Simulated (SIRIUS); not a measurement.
## MgS under changes of volume

One of the cells (23.195 Å³/atom); the others are scaled copies at fixed shape and fractional positions:

```
CELL_PARAMETERS angstrom
0.00000 2.85188 2.85188
2.85188 0.00000 2.85188
2.85188 2.85188 0.00000
ATOMIC_POSITIONS crystal
S 0.25000 0.25000 0.25000
Mg 0.00000 0.00000 0.00000
```

The cell comes from a database or a generator and needn't be the stable form of this composition.

```yaml
Program: SIRIUS 7.12.0
Functional: PBEsol
Potentials_or_basis: all-electron FP-LAPW
Cutoff: 167 eV
Basis: apw+lo standard
k_mesh: 8 × 8 × 8
Occupations: fermi-dirac, width 0.05 eV
Spin: no spin polarisation
```

```csv
volume (Å³/atom),energy over the lowest point (meV/atom),gap on the mesh (eV)
21.376,11.57,3.59
21.831,3.87,3.49
22.285,0.00,3.38
23.195,2.58,3.19
23.650,?,?
24.105,16.60,3.01
```

Task: What does the run at 23.650 Å³/atom give?

Result: Energy over the lowest point 8.29 meV/atom; gap on the mesh 3.10 eV.

Worked out: A Birch-Murnaghan fit of order 3 (a polynomial in V^(-2/3)) to the other rows has its minimum at 22.55 Å³/atom with B0 = V·E''(V) = 58 GPa and B' = 4.1. It gives 8.29 meV/atom at 23.650 Å³/atom, against the run's 8.29. A straight line through the other rows of the gap, of slope -4.84 eV per unit of ln V (its deformation potential), gives 3.10 eV, against the run's 3.10.

Energies are extrapolated to zero smearing.
